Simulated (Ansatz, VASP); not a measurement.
# BaS in VASP and in Ansatz

Contents of INCAR:

```
PREC = Accurate ; ENCUT = 520
EDIFF = 1E-6 ; ISMEAR = 0
SIGMA = 0.02 ; LREAL = F
LASPH = T ; NELM = 80
ALGO = Normal ; ISIF = 2
LWAVE = F ; LCHARG = F
GGA = PE ; NBANDS = 15
```

The input KPOINTS:

```
Automatic mesh
0
Gamma
  8 8 8
```

POSCAR

```
BaS
1.0
    0.0000000000      3.3181536479      3.3181536479
    3.3181536479      0.0000000000      3.3181536479
    3.3181536479      3.3181536479      0.0000000000
Ba S
1 1
Direct
    0.0000000000      0.0000000000      0.0000000000
    0.5000000000      0.5000000000      0.5000000000
```

Input for Ansatz:

```yaml
crystal:
  lattice:
    - [0.0, 3.3181536477, 3.3181536477]
    - [3.3181536477, 0.0, 3.3181536477]
    - [3.3181536477, 3.3181536477, 0.0]
  atoms:
    - { symbol: Ba, position: [0.0, 0.0, 0.0] }
    - { symbol: S, position: [0.5, 0.5, 0.5] }
basis:
  ecutwfc: 420
kpoints:
  mp_grid: { grid: [8, 8, 8] }
hamiltonian:
  xc: pbe
scf:
  occupations: { method: gaussian, width: 0.02 }
output:
  forces: true
  stress: true
  eigenvalues: true
```

Alike in both runs: task single point; functional PBE; k mesh 8 × 8 × 8; occupations gaussian, width 0.02 eV; no spin polarisation.

```csv
,VASP,Ansatz
version,VASP 6.6.1,Ansatz 0.2.0
potentials or method,"VASP PAW PBE potentials, release 64 (Ba_sv, S)","scalar-relativistic, plane waves, PAW"
plane-wave cutoff (eV),520,420
valence electrons in the cell,16,16
```

Ansatz gave:

| Property | Result |
| --- | --- |
| gap on the k mesh at the Fermi level (eV) | 2.34 |
| least direct gap on the mesh (eV) | 2.50 |
| pressure (GPa) | -3.2 |

What did VASP give for the same quantities?

gap on the k mesh at the Fermi level (eV): 2.26; least direct gap on the mesh (eV): 2.45; pressure (GPa): -2.8.

Caveats: spin-orbit coupling is left out, which moves the levels of the heavy elements. A k mesh can miss the band edges. PBE gaps usually lie below the measured ones, often by a third to a half.
